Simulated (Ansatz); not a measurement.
# In (I4/mmm) in Ansatz: further runs

The runs below take In through band structure, with PBEsol.

Program: Ansatz 0.2.0. These are calculated values, not measurements. Logs are shortened: lines on timing, memory, paths and dates and some standing lists are left out, and cuts for length are marked.

### 1 The crystal as given

It takes space group I4/mmm (No. 139, tetragonal). The conventional cell has a = 3.251 Å, b = 3.251 Å, c = 4.947 Å, α = 90.00°, β = 90.00°, γ = 90.00°. In (site symmetry 4/mmm) has 12 In at 3.25 to 3.38 Å as nearest neighbours.

### 2 Band structure, PBEsol

Contents of input.yaml:

```yaml
crystal:
  lattice:
    - [-1.62547, 1.62547, 2.4737]
    - [1.62547, -1.62547, 2.4737]
    - [1.62547, 1.62547, -2.4737]
  atoms:
    - { symbol: In, position: [0.0, 0.0, 0.0] }
kpoints:
  mp_grid: { grid: [11, 11, 11] }
  band_path:
    path:
      - [0.0, 0.0, 0.0]
      - [0.0, 0.0, 0.5]
      - [-0.2158906645, 0.2158906645, 0.5]
      - [-0.3579453323, 0.3579453323, 0.3579453323]
      - [0.0, 0.0, 0.0]
      - [0.5, 0.5, -0.5]
      - [0.3579453323, 0.6420546677, -0.3579453323]
      - [0.0, 0.5, 0.0]
    npoints: 8
scf:
  occupations: { method: fermi_dirac, width: 0.05 }
hamiltonian:
  xc: pbesol
  pseudopotentials: { kind: all_electron, lapw: { basis_error: 0.001 } }
output:
  forces: true
  stress: true
  eigenvalues: true
```

Potentials or basis: all-electron LAPW, scalar-relativistic.

On the command line:

```bash
ansatz run input.yaml --threads 1 --pin off --max-ram 3072MiB --backend cpu --events-out ev --progress --plain --runs-dir out
```

Log:

```text
Warning: RAYON_NUM_THREADS=1 ignored (pool sized by the plan → 1); use --threads N
LAPW: plane waves up to 6.855 Å⁻¹, error target 1.0e-3 eV per atom; small_component_spin mean_spin; In in spheres of 1.625 Å, 21 of its electrons in bands, Dirac shells [] (how accurate: hamiltonian.pseudopotentials.lapw.basis_error, Limitations)
Engine: ansatz 0.2.0, aarch64-unknown-linux-gnu
Pseudopotentials: kind: all_electron
Pseudopotential: In, LAPW, valence charge 21, lapw/all_electron/scalar/gaussian/In, Koelling and Harmon's equation, gaussian nucleus
Functional definition: PBEsol
  exchange = pbesol_x
  correlation = pbesol_c
Crystal: 1 atoms, lattice volume = 26.144 Å³
Basis set: ecut = 179.0427198429868 eV, 145 PW (Γ), exchange–correlation at level 2
Bands: 15, of which v1, the nominal top of the filled ones, is band 11 counted from 1 (10 counted from 0)
Symmetry: 16 space group operations
Space group: I4/mmm (ITA 139), of the structure as read, at distance tolerance 3.0e-5 Å
k-points: 126 of 1331
Non-local potential: In, projectors of the file, none
Initial density: superposition of atomic densities (chi_scale 0.1, normalization cell)
Initial wavefunctions: plane waves of lowest kinetic energy (no species holds an atomic orbital)
Functional: x = pbesol(κ = 0.804, μ = 0.12345679012345678), c = pbesol(β = 0.046)
iter 1 solved again at ethr=3.68e-5 eV; its pass at ethr=1.00e-1 eV (dr2=7.73e-3 eV) is discarded
SCF iter   1: F=—  HF=-159973.591139 eV  |F-HF|=—  |Δ(HF+E_count)|=         —  Δρ=6.45e-3  dr2=7.79e-3  ethr=3.68e-5  ⟨swp⟩=3.5  Hψ=13612  notcnv=0
preconditioner: auto → Kerker (q_TF=auto, 2.630 Å⁻¹)  [metal: Δε(μ)=0.051 eV  Ē_g=19.293 eV  σ=0.050 eV  W_gap=0.24  n_scr=10 (ndim 8)  ℏωp=26.2 eV  f_vac=0.000  D(μ)=0.46/eV (n_scr^D=0)]
SCF iter   2: F=—  HF=-159973.560298 eV  |F-HF|=—  |Δ(HF+E_count)|=   3.08e-2  Δρ=3.55e-3  dr2=2.86e-3  ethr=3.68e-5  ⟨swp⟩=2.0  Hψ=5501  notcnv=0
SCF iter   3: F=—  HF=-159973.557896 eV  |F-HF|=—  |Δ(HF+E_count)|=   2.40e-3  Δρ=2.37e-3  dr2=1.46e-3  ethr=1.36e-5  ⟨swp⟩=2.0  Hψ=5369  notcnv=0
SCF iter   4: F=—  HF=-159973.557530 eV  |F-HF|=—  |Δ(HF+E_count)|=   3.65e-4  Δρ=9.97e-4  dr2=3.21e-4  ethr=6.93e-6  ⟨swp⟩=2.0  Hψ=5369  notcnv=0
iter 5 solved again at ethr=8.78e-8 eV; its pass at ethr=1.53e-6 eV (dr2=1.84e-5 eV) is discarded
SCF iter   5: F=—  HF=-159973.557607 eV  |F-HF|=—  |Δ(HF+E_count)|=   7.70e-5  Δρ=2.25e-4  dr2=1.84e-5  ethr=8.78e-8  ⟨swp⟩=2.0  Hψ=9096  notcnv=0
SCF iter   6: F=—  HF=-159973.557609 eV  |F-HF|=—  |Δ(HF+E_count)|=   1.90e-6  Δρ=5.92e-5  dr2=9.72e-7  ethr=8.78e-8  ⟨swp⟩=2.0  Hψ=5367  notcnv=0
SCF iter   7: F=-159973.557609 eV  HF=-159973.557609 eV  |F-HF|=2.82e-9  |Δ(HF+E_count)|=   2.97e-9  Δρ=1.57e-5  dr2=9.09e-8  ethr=4.63e-9  ⟨swp⟩=2.0  Hψ=5367  notcnv=0
SCF 1 converged in 7 iterations: F = -159973.557609 eV  dr2 = 9.09e-8
NSCF: frozen V_eff on 57 k-points
SCF converged after 7 iterations
Free energy (F): -159973.557609 eV
Harris-Foulkes:  -159973.557609 eV  (|F-HF|=2.82e-9)
Internal energy: -159973.553676 eV  (E = F + TS)
E sigma→0 (E₀):  -159973.555643 eV
Entropy (-TS):   -0.003933 eV (-3.933 meV/atom)
Fermi energy:    13.405901 eV
--- Per-component energies (eV) ---
  E_band       = -547.984075
  E_kinetic    = 167897.487553
  E_xc         = -4279.390127
  E_electrostatic = -323591.651102  (all electrons and nuclei)
  E_smearing   = -0.003933  (= −TS)
  E_closure    = 0.000000  (closes the sum)
  E_atoms      = -159970.595489  (free atoms, spherical and without spin; not in F)
  Σ components = -159973.557609   (vs F -159973.557609, Δ=0.00e0)
  Basis errors (estimates in eV, not in F): energy 2.1e-4 per atom: plane waves 2.1e-4 (1.1e-4 summed), levels above the bands 1.2e-116, relativity 1.7e-8, radial functions 2.3e-6, core shells 1.1e-9; eigenvalues (radial functions only) 1.6e-5; not estimated: angular momenta, meshes, grids; target (lapw.basis_error) 1.0e-3; muffin-tin radii In 1.625 Å
--- Forces (eV/Å), atoms counted from 1 ---
  atom   1  In     0.00000000     0.00000000     0.00000000
  max |Σ_I F_I| component: 4.31e-32 eV/Å
--- Stress (GPa, compression-positive) ---
       -0.775694      -0.000000      -0.000000
       -0.000000      -0.775694       0.000000
       -0.000000       0.000000      -1.203328
  P = ⅓ Tr σ = -0.9182 GPa (-9.182 kbar)
--- Band table (eV; the first three rows and the last of 126) ---
  k-point 0: bands = ["-101.8658", "-60.3872", "-60.3804", "-60.3804", "-1.2398", "-1.1310", "-1.1310", "-1.0481", "-0.9450", "3.8183", "23.9082", "23.9082", "24.0815", "24.9541", "27.3383"]
  k-point 1: bands = ["-101.8657", "-60.3874", "-60.3810", "-60.3807", "-1.2042", "-1.1503", "-1.1096", "-1.0398", "-0.9594", "4.0717", "22.5440", "22.7362", "23.0554", "23.9948", "28.6740"]
  k-point 2: bands = ["-101.8656", "-60.3879", "-60.3827", "-60.3818", "-1.2020", "-1.1061", "-1.0561", "-1.0506", "-0.9664", "4.8396", "20.5411", "20.7911", "21.4620", "22.7192", "24.8858"]
  k-point 125: bands = ["-101.8653", "-60.3935", "-60.3831", "-60.3826", "-1.3954", "-1.2764", "-0.8533", "-0.8300", "-0.8132", "10.5250", "10.8556", "16.7571", "18.2504", "21.6533", "23.1224"]
```

Run time: 12 s. Hardware: 1 thread of Arm Neoverse V1, shared host; peak memory 0.29 GiB.

What came out:

- Free energy: -159973.5576 eV
- Pressure: -0.9 GPa
- Band gap along the path: none (metal or under the smearing width)

Stress tensor (GPa, compression positive):
```
-0.78  0.00  0.00
 0.00 -0.78  0.00
 0.00  0.00 -1.20
```

Levels at the corners of the path, in eV from the Fermi level:
```tsv
point	band 9	band 10	band 11	band 12	band 13	band 14
Γ	-14.35	-9.59	10.50	10.50	10.68	11.55
X	-14.16	-1.99	-1.69	3.49	3.92	6.99
Y	-14.23	-1.70	-0.28	0.10	1.29	12.95
S	-14.27	-2.55	-1.24	-0.55	6.12	8.93
Γ	-14.35	-9.59	10.50	10.50	10.68	11.55
Z	-14.21	-2.96	-2.71	4.69	4.69	8.16
S1	-14.27	-2.55	-1.24	-0.55	6.12	8.93
N	-14.22	-4.34	-3.41	7.50	9.12	11.07
```

Caveat: spin-orbit coupling is left out, which moves the levels of the heavy elements.

### 3 Band structure, PBEsol

Edit input.yaml of step 2 so:

```diff
@@ -24,3 +24,6 @@
   xc: pbesol
-  pseudopotentials: { kind: all_electron, lapw: { basis_error: 0.001 } }
+  pseudopotentials:
+    kind: all_electron
+    lapw: { basis_error: 0.001 }
+    relativity: none
 output:
```

Potentials or basis: all-electron LAPW, non-relativistic.

On the command line:

```bash
ansatz run input.yaml --threads 1 --pin off --max-ram 3072MiB --backend cpu --events-out ev --progress --plain --runs-dir out
```

It took 12 s on 1 thread of Arm Neoverse V1, shared host; peak memory 0.28 GiB.

Results (log left out):

```yaml
Free_energy: -156185.0596 eV
Pressure: -0.6 GPa
Band_gap_along_the_path: none (metal or under the smearing width)
```

Stress tensor (GPa, compression positive):
```
-0.45  0.00  0.00
 0.00 -0.45  0.00
 0.00  0.00 -0.87
```

Levels at the corners of the path, in eV from the Fermi level:
```tsv
point	band 9	band 10	band 11	band 12	band 13	band 14
Γ	-15.58	-9.40	10.46	10.46	10.64	11.12
X	-15.40	-2.23	-1.14	3.32	3.73	6.78
Y	-15.47	-0.95	-0.55	-0.18	0.98	12.61
S	-15.51	-1.95	-1.51	-0.82	5.94	8.65
Γ	-15.58	-9.40	10.46	10.46	10.64	11.12
Z	-15.46	-2.96	-2.48	4.52	4.52	7.62
S1	-15.51	-1.95	-1.51	-0.82	5.94	8.65
N	-15.47	-3.95	-3.67	7.39	9.05	10.69
```

Caveat: relativity is left out, which matters for the heavier elements; spin-orbit coupling is left out, which moves the levels of the heavy elements.

### 4 Band structure, PBEsol

Edit input.yaml of step 3 so:

```diff
@@ -24,6 +24,3 @@
   xc: pbesol
-  pseudopotentials:
-    kind: all_electron
-    lapw: { basis_error: 0.001 }
-    relativity: none
+  pseudopotentials: { kind: all_electron, datasets: crystal }
 output:
```

Potentials or basis: all-electron PAW datasets made for the crystal.

On the command line:

```bash
ansatz run input.yaml --threads 1 --pin off --max-ram 3072MiB --backend cpu --events-out ev --progress --plain --runs-dir out
```

Wall time 9.7 s (1 thread of Arm Neoverse V1, shared host); peak memory 0.33 GiB.

It converged, with:

| Quantity | Value |
| --- | --- |
| Free energy | -159973.5578 eV |
| Pressure | -0.9 GPa |
| Band gap along the path | none (metal or under the smearing width) |

Stress tensor (GPa, compression positive):
```
-0.78  0.00  0.00
 0.00 -0.78  0.00
 0.00  0.00 -1.21
```

Levels at the corners of the path, in eV from the Fermi level:
```tsv
point	band 4	band 5	band 6	band 7	band 8	band 9	band 10	band 11
Γ	-14.45	-14.35	-9.59	10.50	10.50	10.68	11.55	13.93
X	-14.24	-14.16	-1.99	-1.69	3.49	3.92	6.99	7.33
Y	-14.35	-14.23	-1.70	-0.28	0.10	1.29	12.95	13.05
S	-14.34	-14.27	-2.55	-1.24	-0.55	6.12	8.93	15.80
Γ	-14.45	-14.35	-9.59	10.50	10.50	10.68	11.55	13.93
Z	-14.21	-14.21	-2.96	-2.71	4.69	4.69	8.16	8.18
S1	-14.34	-14.27	-2.55	-1.24	-0.55	6.12	8.93	15.80
N	-14.26	-14.22	-4.34	-3.41	7.50	9.12	11.07	11.40
```

Caveat: spin-orbit coupling is left out, which moves the levels of the heavy elements.

### 5 Band structure, PBEsol

Edit input.yaml of step 4 so:

```diff
@@ -24,3 +24,6 @@
   xc: pbesol
-  pseudopotentials: { kind: all_electron, datasets: crystal }
+  pseudopotentials:
+    kind: all_electron
+    lapw: { basis_error: 0.001 }
+    dirac_shells: { In: ["3p", "3d"] }
 output:
```

Potentials or basis: all-electron LAPW, inner shells corrected to Dirac's equation.

On the command line:

```bash
ansatz run input.yaml --threads 1 --pin off --max-ram 3072MiB --backend cpu --events-out ev --progress --plain --runs-dir out
```

It took 12 s on 1 thread of Arm Neoverse V1, shared host; peak memory 0.29 GiB.

Results (log left out):

| Quantity | Value |
| --- | --- |
| Free energy | -160015.3683 eV |
| Pressure | -0.9 GPa |
| Band gap along the path | none (metal or under the smearing width) |

Stress tensor (GPa, compression positive):
```
-0.77  0.00  0.00
 0.00 -0.77  0.00
 0.00  0.00 -1.20
```

Levels at the corners of the path, in eV from the Fermi level:
| point | band 7 | band 8 | band 9 | band 10 | band 11 | band 12 | band 13 | band 14 | band 15 |
| --- | --- | --- | --- | --- | --- | --- | --- | --- | --- |
| Γ | -14.54 | -14.45 | -14.35 | -9.59 | 10.50 | 10.50 | 10.68 | 11.55 | 13.93 |
| X | -14.26 | -14.24 | -14.16 | -1.99 | -1.69 | 3.49 | 3.92 | 6.99 | 7.33 |
| Y | -14.44 | -14.35 | -14.23 | -1.70 | -0.28 | 0.10 | 1.29 | 12.95 | 13.05 |
| S | -14.39 | -14.34 | -14.27 | -2.55 | -1.24 | -0.55 | 6.12 | 8.93 | 15.80 |
| Γ | -14.54 | -14.45 | -14.35 | -9.59 | 10.50 | 10.50 | 10.68 | 11.55 | 13.93 |
| Z | -14.25 | -14.21 | -14.21 | -2.96 | -2.71 | 4.69 | 4.69 | 8.16 | 8.18 |
| S1 | -14.39 | -14.34 | -14.27 | -2.55 | -1.24 | -0.55 | 6.12 | 8.93 | 15.80 |
| N | -14.52 | -14.26 | -14.22 | -4.34 | -3.41 | 7.50 | 9.12 | 11.07 | 11.40 |

Caveat: spin-orbit coupling is left out, which moves the levels of the heavy elements.

### 6 Band structure, PBEsol

Edit input.yaml of step 5 so:

```diff
@@ -8,3 +8,3 @@
 kpoints:
-  mp_grid: { grid: [11, 11, 11] }
+  mp_grid: { grid: [8, 8, 8] }
   band_path:
@@ -19,3 +19,3 @@
       - [0.0, 0.5, 0.0]
-    npoints: 8
+    npoints: 6
 scf:
@@ -24,6 +24,3 @@
   xc: pbesol
-  pseudopotentials:
-    kind: all_electron
-    lapw: { basis_error: 0.001 }
-    dirac_shells: { In: ["3p", "3d"] }
+  pseudopotentials: { kind: all_electron, lapw: { basis_error: 0.001 } }
 output:
```

Potentials or basis: all-electron LAPW, scalar-relativistic.

On the command line:

```bash
ansatz run input.yaml --threads 1 --pin off --max-ram 3072MiB --backend cpu --events-out ev --progress --plain --runs-dir out
```

Wall time 7.2 s (1 thread of Arm Neoverse V1, shared host); peak memory 0.24 GiB.

The run converged. Its results:

```yaml
Free_energy: -159973.5533 eV
Pressure: -1.1 GPa
Band_gap_along_the_path: none (metal or under the smearing width)
```

Stress tensor (GPa, compression positive):
```
-2.40  0.00  0.00
 0.00 -2.40  0.00
 0.00  0.00  1.56
```

Levels at the corners of the path, in eV from the Fermi level:
```csv
point,band 8,band 9,band 10,band 11,band 12,band 13,band 14,band 15
Γ,-14.49,-14.39,-9.62,10.47,10.47,10.64,11.52,13.90
X,-14.28,-14.19,-2.02,-1.72,3.46,3.89,6.96,7.30
Y,-14.39,-14.27,-1.73,-0.32,0.07,1.26,12.92,13.02
S,-14.38,-14.30,-2.58,-1.27,-0.58,6.08,8.90,15.77
Γ,-14.49,-14.39,-9.62,10.47,10.47,10.64,11.52,13.90
Z,-14.25,-14.25,-3.00,-2.74,4.66,4.66,8.13,8.15
S1,-14.38,-14.30,-2.58,-1.27,-0.58,6.08,8.90,15.77
N,-14.30,-14.26,-4.37,-3.44,7.47,9.09,11.04,11.37
```

Caveat: the k mesh is thin for a metal, which can move the energy by tens of meV per atom; spin-orbit coupling is left out, which moves the levels of the heavy elements.

### 7 Summary

```csv
potentials or basis,k mesh,cutoff (eV),basis error allowed,pressure (GPa)
"all-electron LAPW, scalar-relativistic",11 × 11 × 11,179,0.001 eV/atom,-0.9
"all-electron LAPW, non-relativistic",11 × 11 × 11,179,0.001 eV/atom,-0.6
all-electron PAW datasets made for the crystal,11 × 11 × 11,260,-,-0.9
"all-electron LAPW, inner shells corrected to Dirac's equation",11 × 11 × 11,179,0.001 eV/atom,-0.9
"all-electron LAPW, scalar-relativistic",8 × 8 × 8,179,0.001 eV/atom,-1.1
```

Alike in all rows: task band structure; level PBEsol; no spin polarisation; cell as given; smearing fermi-dirac 0.05 eV.

Caveats: spin-orbit coupling is left out, which moves the levels of the heavy elements; relativity is left out, which matters for the heavier elements (some runs); the k mesh is thin for a metal, which can move the energy by tens of meV per atom (some runs).

Compare energies only between runs with the same functional and basis.
